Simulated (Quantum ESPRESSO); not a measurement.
Crystal: BaTe.

```
Ba Te
1.0
     0.00000    3.41000    3.41000
     3.41000    0.00000    3.41000
     3.41000    3.41000    0.00000
Ba Te
1 1
Direct
  0.00000 0.00000 0.00000
  0.50000 0.50000 0.50000
```

Base run:

```yaml
Program: Quantum ESPRESSO 7.5
Functional: AM05
Potentials_or_basis: PseudoDojo 0.4.1 SR PBE standard
Cutoff: 1088 eV
Density_cutoff: 4354 eV
k_mesh: 4 × 4 × 4, shifted
Occupations: fermi-dirac, width 0.05 eV
Spin: no spin polarisation
```

Its results: pressure 2.7 GPa; electronic dielectric tensor (diagonal) 6.42.

Question: The run is repeated on the same cell with these changes: functional from AM05 to BLYP. What comes out?

Answer: Pressure 6.2 GPa; electronic dielectric tensor (diagonal) 6.08.

BLYP binds less tightly than AM05, so the same cell stands under more pressure.

Caveats: the potentials were made for another functional, which shifts forces and pressure; this release of the barium file is off; the cell is more than 3 GPa from zero pressure, which shifts response properties (some runs).
